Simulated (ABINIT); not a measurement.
# Ge (P6_3/mmc) in ABINIT: single point with LDA

Aim: the single point of Ge with LDA.

All numbers are computed with ABINIT 10.8.3 (patched build); they aren't measurements. Logs are shortened: lines on timing, memory, paths and dates and some standing lists are left out, and cuts for length are marked. The log counts tension as positive stress, the text compression.

### Step 1. Starting point

Symmetry: P6_3/mmc, No. 194, hexagonal system. The conventional cell has a = 3.998 Å, b = 3.998 Å, c = 6.599 Å, α = 90.00°, β = 90.00°, γ = 120.00°. Ge (site symmetry 3m) has 4 Ge at 2.45 to 2.47 Å as nearest neighbours.

This isn't the form of Ge at room conditions, which is diamond.

### Step 2. Single point, LDA

The input, run.abi:

```
# Pseudopotentials
pp_dirpath "./"
pseudos "Ge.upf"

# Structure
acell 3.9975858431 3.9975858432 6.59937795 Angstrom
rprim
     1.0000000000     0.0000000000     0.0000000000
    -0.5000000000     0.8660254038     0.0000000000
     0.0000000000     0.0000000000     1.0000000000
ntypat 1
znucl 32
natom 4
typat 1 1 1 1
xcart
    -0.0000000004     4.3615016203    11.6865743655
     3.7771712019     2.1807508098     5.4510659063
    -0.0000000004     4.3615016203     7.0199510121
     3.7771712019     2.1807508098     0.7844425529

# Plane-wave basis
ecut 35.0

# k points
kptopt 1
ngkpt 6 6 3
nshiftk 1
shiftk 0.0 0.0 0.0

# Exchange and correlation
ixc 7

# Bands and occupations
nband 34
occopt 3
tsmear 0.00183747

# SCF cycle
nstep 100
tolvrs 1.0e-10

# Output
iomode 3
prtwf 0
prtden 0
prteig 0
prtebands 0
enunit 2
```

Potentials or basis: PseudoDojo NC SR LDA v0.4.1 standard.

On the command line:

```bash
abinit run.abi > log 2>&1
```

run.abo:

```text
.Version 10.8.3 of ABINIT
 Symmetries : space group P6_3/m m c (#194); Bravais hP (primitive hexag.)
================================================================================
 Values of the parameters that define the memory need of the present run
     intxc =       0    ionmov =       0      iscf =       7    lmnmax =       6
     lnmax =       6     mgfft =      72  mpssoang =       3    mqgrid =    3322
     natom =       4  nloc_mem =       1    nspden =       1   nspinor =       1
    nsppol =       1      nsym =      24    n1xccc =    2501    ntypat =       1
    occopt =       3   xclevel =       1
       mpw =        6123          nfft =      145800          nkpt =          14
================================================================================
================================================================================

--------------------------------------------------------------------------------
------------- Echo of variables that govern the present computation ------------
--------------------------------------------------------------------------------
 -outvars: echo values of preprocessed input variables --------
            acell      7.5543424083E+00  7.5543424085E+00  1.2471016927E+01 Bohr
              amu      7.26100000E+01
             ecut      3.50000000E+01 Hartree
           enunit           2
              ixc           7
         kptrlatt        6    0    0      0    6    0      0    0    3
          kptrlen      3.74130508E+01
            natom           4
            nband          34
            ngfft          45      45      72
             nkpt          14
            nstep         100
             nsym          24
           ntypat           1
           occopt           3
           prtden           0
        prtebands           0
           prteig           0
            prtwf           0
            rprim      1.0000000000E+00  0.0000000000E+00  0.0000000000E+00
                      -5.0000000000E-01  8.6602540380E-01  0.0000000000E+00
                       0.0000000000E+00  0.0000000000E+00  1.0000000000E+00
          spgroup         194
           tolvrs      1.00000000E-10
           tsmear      1.83747000E-03 Hartree
            typat      1  1  1  1
           xangst     -7.0488358475E-10  2.3080072615E+00  6.1842688247E+00
                       1.9987929209E+00  1.1540036301E+00  2.8845798497E+00
                      -7.0488358475E-10  2.3080072615E+00  3.7147980959E+00
                       1.9987929209E+00  1.1540036301E+00  4.1510912086E-01
            xcart     -1.3320369258E-09  4.3615016208E+00  1.1686574368E+01
                       3.7771712028E+00  2.1807508093E+00  5.4510659042E+00
                      -1.3320369258E-09  4.3615016208E+00  7.0199510142E+00
                       3.7771712028E+00  2.1807508093E+00  7.8444255079E-01
             xred      3.3333333299E-01  6.6666666631E-01  9.3709874954E-01
                       6.6666666632E-01  3.3333333298E-01  4.3709874954E-01
                       3.3333333299E-01  6.6666666631E-01  5.6290124978E-01
                       6.6666666632E-01  3.3333333298E-01  6.2901249785E-02
            znucl       32.00000

================================================================================

 chkinp: Checking input parameters for consistency.

================================================================================
== DATASET  1 ==================================================================

--- !DatasetInfo
iteration_state: {dtset: 1, }
dimensions: {natom: 4, nkpt: 14, mband: 34, nsppol: 1, nspinor: 1, nspden: 1, mpw: 6123, }
cutoff_energies: {ecut:  35.0, pawecutdg:  -1.0, }
electrons: {nelect:   5.60000000E+01, charge:   0.00000000E+00, occopt:   3.00000000E+00, tsmear:   1.83747000E-03, }
meta: {optdriver: 0, ionmov: 0, optcell: 0, iscf: 7, paral_kgb: 0, }
...

 Exchange-correlation functional for the present dataset will be:
  LDA: Perdew-Wang 92 LSD fit to Ceperley-Alder data - ixc=7
  J.P.Perdew and Y.Wang, PRB 45, 13244 (1992)

 Real(R)+Recip(G) space primitive vectors, cartesian coordinates (Bohr,Bohr^-1):
 R(1)=  7.5543424  0.0000000  0.0000000  G(1)=  0.1323742  0.0764263  0.0000000
 R(2)= -3.7771712  6.5422524  0.0000000  G(2)=  0.0000000  0.1528526  0.0000000
 R(3)=  0.0000000  0.0000000 12.4710169  G(3)=  0.0000000  0.0000000  0.0801859
 Unit cell volume ucvol=  6.1634777E+02 bohr^3
 Angles (23,13,12)=  9.00000000E+01  9.00000000E+01  1.20000000E+02 degrees

 getcut: wavevector=  0.0000  0.0000  0.0000  ngfft=  45  45  72
         ecut(hartree)=     35.000   => boxcut(ratio)=   2.16786

--- Pseudopotential description ------------------------------------------------
- pspini: atom type   1  psp file is ./Ge.upf
12 -1012 2 -1 1524                            pspcod,pspxc,lmax,lloc,mmax
     nproj     2     2     2

   6.78615238E+03                                ecore*ucvol(ha*bohr**3)
--------------------------------------------------------------------------------

================================================================================

--- !BeginCycle
iteration_state: {dtset: 1, }
solver: {iscf: 7, nstep: 100, nline: 4, wfoptalg: 0, }
tolerances: {tolvrs: 1.00E-10, }
...

     iter   Etot(hartree)      deltaE(h)  residm     vres2
 ETOT  1  -352.18044691432    -3.522E+02 8.244E-01 5.819E+02
 ETOT  2  -356.77520453096    -4.595E+00 1.423E-01 8.611E+02
 ETOT  3  -356.90255623619    -1.274E-01 9.437E-03 1.963E+02
 ETOT  4  -356.90664999493    -4.094E-03 9.726E-03 1.711E+02
 ETOT  5  -356.93353553588    -2.689E-02 2.254E-03 1.166E-01
 ETOT  6  -356.93356072366    -2.519E-05 1.035E-03 2.266E-02
 ETOT  7  -356.93356388730    -3.164E-06 1.927E-04 6.318E-03
 ETOT  8  -356.93356483493    -9.476E-07 1.453E-04 3.120E-04
 ETOT  9  -356.93356487168    -3.674E-08 1.267E-05 7.958E-05
 ETOT 10  -356.93356488442    -1.274E-08 2.903E-05 1.928E-08
 ETOT 11  -356.93356488443    -1.063E-11 5.370E-06 3.162E-10
 ETOT 12  -356.93356488443    -3.467E-12 9.416E-06 1.189E-11

 At SCF step   12       vres2   =  1.19E-11 < tolvrs=  1.00E-10 =>converged.

 Cartesian components of stress tensor (hartree/bohr^3)
  sigma(1 1)=  1.20628171E-04  sigma(3 2)=  0.00000000E+00
  sigma(2 2)=  1.20628170E-04  sigma(3 1)=  0.00000000E+00
  sigma(3 3)=  1.37870183E-04  sigma(2 1)=  2.59740821E-13

--- !ResultsGS
iteration_state: {dtset: 1, }
comment   : Summary of ground state results
lattice_vectors:
- [  7.5543424,   0.0000000,   0.0000000, ]
- [ -3.7771712,   6.5422524,   0.0000000, ]
- [  0.0000000,   0.0000000,  12.4710169, ]
lattice_lengths: [   7.55434,    7.55434,   12.47102, ]
lattice_angles: [ 90.000,  90.000, 120.000, ] # degrees, (23, 13, 12)
lattice_volume:   6.1634777E+02
convergence: {deltae: -3.467E-12, res2:  1.189E-11, residm:  9.416E-06, diffor: null, }
etotal    :  -3.56933565E+02
entropy   :   0.00000000E+00
fermie    :   1.38709638E-01
cartesian_stress_tensor: # hartree/bohr^3
- [  1.20628171E-04,   2.59740821E-13,   0.00000000E+00, ]
- [  2.59740821E-13,   1.20628170E-04,   0.00000000E+00, ]
- [  0.00000000E+00,   0.00000000E+00,   1.37870183E-04, ]
pressure_GPa:  -3.7181E+00
xred      :
- [  3.3333E-01,   6.6667E-01,   9.3710E-01, Ge]
- [  6.6667E-01,   3.3333E-01,   4.3710E-01, Ge]
- [  3.3333E-01,   6.6667E-01,   5.6290E-01, Ge]
- [  6.6667E-01,   3.3333E-01,   6.2901E-02, Ge]
cartesian_forces: # hartree/bohr
- [  7.12873491E-28,  -2.46946621E-28,  -2.39431329E-04, ]
- [  1.42574698E-28,   8.23155404E-29,  -2.39431329E-04, ]
- [  1.42574698E-28,   8.23155404E-29,   2.39431329E-04, ]
- [ -9.98022888E-28,   8.23155404E-29,   2.39431329E-04, ]
force_length_stats: {min:   2.39431329E-04, max:   2.39431329E-04, mean:   2.39431329E-04, }
...

 Integrated electronic density in atomic spheres:
 ------------------------------------------------
 Atom  Sphere_radius  Integrated_density
    1        2.00000         11.57808016
    2        2.00000         11.57808016
    3        2.00000         11.57808016
    4        2.00000         11.57808016
================================================================================

 ----iterations are completed or convergence reached----

 Mean square residual over all n,k,spin=   22.249E-09; max=  94.160E-07
 reduced coordinates (array xred) for    4 atoms
       0.333333332989      0.666666666313      0.937098749537
       0.666666666322      0.333333332980      0.437098749537
       0.333333332989      0.666666666313      0.562901249785
       0.666666666322      0.333333332980      0.062901249785
 rms dE/dt=  1.7239E-03; max dE/dt=  2.9860E-03; dE/dt below (all hartree)
    1      -0.000000000000      0.000000000000      0.002985952161
    2       0.000000000000      0.000000000000      0.002985952161
    3       0.000000000000      0.000000000000     -0.002985952161
    4       0.000000000000     -0.000000000000     -0.002985952161

 cartesian coordinates (angstrom) at end:
    1     -0.00000000070488     2.30800726149792     6.18426882466882
    2      1.99879292086178     1.15400363013710     2.88457984966882
    3     -0.00000000070488     2.30800726149792     3.71479809585712
    4      1.99879292086178     1.15400363013710     0.41510912085712

 cartesian forces (hartree/bohr) at end:
    1      0.00000000000000    -0.00000000000000    -0.00023943132932
    2      0.00000000000000     0.00000000000000    -0.00023943132932
    3      0.00000000000000     0.00000000000000     0.00023943132932
    4     -0.00000000000000     0.00000000000000     0.00023943132932
 frms,max,avg= 1.3823574E-04 2.3943133E-04   0.000E+00  0.000E+00  0.000E+00 h/b

 cartesian forces (eV/Angstrom) at end:
    1      0.00000000000000    -0.00000000000000    -0.01231205398058
    2      0.00000000000000     0.00000000000000    -0.01231205398058
    3      0.00000000000000     0.00000000000000     0.01231205398058
    4     -0.00000000000000     0.00000000000000     0.01231205398058
 frms,max,avg= 7.1083677E-03 1.2312054E-02   0.000E+00  0.000E+00  0.000E+00 e/A
 length scales=  7.554342408265  7.554342408454 12.471016926855 bohr
              =  3.997585843100  3.997585843200  6.599377950000 angstroms
 Fermi (or HOMO) energy (hartree) =   0.13871   Average Vxc (hartree)=  -0.38118
 Eigenvalues (hartree) for nkpt=  14  k points:
 kpt#   1, nband= 34, wtk=  0.00926, kpt=  0.0000  0.0000  0.0000 (reduced coord)
  -0.77927   -0.77927   -0.77788   -0.77787   -0.77787   -0.77739   -0.77692   -0.77692
  -0.77501   -0.77501   -0.77047   -0.77047   -0.77001   -0.76942   -0.76925   -0.76925
  -0.76861   -0.76861   -0.76752   -0.76752   -0.33066   -0.25608   -0.14078    0.08619
   0.08619    0.13209    0.13271    0.13456    0.14460    0.14460    0.22292    0.22292
   0.24037    0.30690
      occupation numbers for kpt#   1
   2.00000    2.00000    2.00000    2.00000    2.00000    2.00000    2.00000    2.00000
   2.00000    2.00000    2.00000    2.00000    2.00000    2.00000    2.00000    2.00000
   2.00000    2.00000    2.00000    2.00000    2.00000    2.00000    2.00000    2.00000
   2.00000    1.94688    1.92627    1.81082    0.07782    0.07782    0.00000    0.00000
   0.00000    0.00000
 prteigrs : prtvol=0 or 1, do not print more k-points.

 Fermi (or HOMO) energy (eV) =   3.77448   Average Vxc (eV)= -10.37234
 Eigenvalues (   eV  ) for nkpt=  14  k points:
 kpt#   1, nband= 34, wtk=  0.00926, kpt=  0.0000  0.0000  0.0000 (reduced coord)
 -21.20501  -21.20501  -21.16722  -21.16693  -21.16693  -21.15385  -21.14111  -21.14111
 -21.08922  -21.08922  -20.96567  -20.96567  -20.95291  -20.93706  -20.93239  -20.93239
 -20.91491  -20.91491  -20.88522  -20.88522   -8.99785   -6.96841   -3.83093    2.34540
   2.34540    3.59441    3.61133    3.66154    3.93483    3.93483    6.06598    6.06598
   6.54089    8.35123
 prteigrs : prtvol=0 or 1, do not print more k-points.

--- !EnergyTerms
iteration_state     : {dtset: 1, }
comment             : Components of total free energy in Hartree
kinetic             :  2.67560679699110E+02
hartree             :  1.11313278672721E+02
xc                  : -8.58468259578641E+01
Ewald energy        : -1.96672286967727E+02
psp_core            :  1.10102650801354E+01
local_psp           : -2.79287178518968E+02
non_local_psp       : -1.85011447383260E+02
internal            : -3.56933515375853E+02
'-kT*entropy'       : -4.95085770313264E-05
total_energy        : -3.56933564884430E+02
total_energy_eV     : -9.71265709822514E+03
band_energy         : -3.20303627961199E+01
...

 Cartesian components of stress tensor (hartree/bohr^3)
  sigma(1 1)=  1.20628171E-04  sigma(3 2)=  0.00000000E+00
  sigma(2 2)=  1.20628170E-04  sigma(3 1)=  0.00000000E+00
  sigma(3 3)=  1.37870183E-04  sigma(2 1)=  2.59740821E-13

-Cartesian components of stress tensor (GPa)         [Pressure= -3.7181E+00 GPa]
- sigma(1 1)=  3.54900332E+00  sigma(3 2)=  0.00000000E+00
- sigma(2 2)=  3.54900328E+00  sigma(3 1)=  0.00000000E+00
- sigma(3 3)=  4.05628084E+00  sigma(2 1)=  7.64183880E-09

== END DATASET(S) ==============================================================
================================================================================

 -outvars: echo values of variables after computation  --------
            acell      7.5543424083E+00  7.5543424085E+00  1.2471016927E+01 Bohr
           etotal     -3.5693356488E+02
            fcart      7.1287349120E-28 -2.4694662120E-28 -2.3943132932E-04
                       1.4257469824E-28  8.2315540407E-29 -2.3943132932E-04
                       1.4257469824E-28  8.2315540407E-29  2.3943132932E-04
                      -9.9802288768E-28  8.2315540391E-29  2.3943132932E-04
            rprim      1.0000000000E+00  0.0000000000E+00  0.0000000000E+00
                      -5.0000000000E-01  8.6602540380E-01  0.0000000000E+00
                       0.0000000000E+00  0.0000000000E+00  1.0000000000E+00
           strten      1.2062817117E-04  1.2062816962E-04  1.3787018330E-04
                       0.0000000000E+00  0.0000000000E+00  2.5974082127E-13
           xangst     -7.0488358475E-10  2.3080072615E+00  6.1842688247E+00
                       1.9987929209E+00  1.1540036301E+00  2.8845798497E+00
                      -7.0488358475E-10  2.3080072615E+00  3.7147980959E+00
                       1.9987929209E+00  1.1540036301E+00  4.1510912086E-01
             xred      3.3333333299E-01  6.6666666631E-01  9.3709874954E-01
                       6.6666666632E-01  3.3333333298E-01  4.3709874954E-01
                       3.3333333299E-01  6.6666666631E-01  5.6290124978E-01
                       6.6666666632E-01  3.3333333298E-01  6.2901249785E-02
 Calculation completed.
```

Wall time 95 s (1 thread of AMD EPYC 7R13 (Zen 3), shared host); peak memory 0.12 GiB.

Results:

* Free energy: -9712.6571 eV
* Largest force: 0.012 eV/Å
* Band gap on the k mesh: 0.27 eV, direct
* Valence electrons inside the program's atomic spheres: Ge 11.58 (radii [1.0584] Å)

Forces on the atoms (eV/Å):
```
Ge   0.000  0.000 -0.012
Ge   0.000  0.000 -0.012
Ge   0.000  0.000  0.012
Ge   0.000  0.000  0.012
```

Levels at points of the mesh, in eV from the valence-band top:
```csv
k point,band 25,band 26,band 27,band 28,band 29,band 30,band 31,band 32
"(0.00, 0.00, 0.00)",-1.32,-0.07,-0.05,0.00,0.27,0.27,2.40,2.40
"(0.50, 0.00, 0.00)",-4.42,-2.90,-2.66,-1.28,0.61,1.70,3.65,3.85
```

Caveat: the cutoff is too short for stress, so the log's stress isn't used; an odd mesh through Γ misses points on the zone boundary, where band edges often lie.
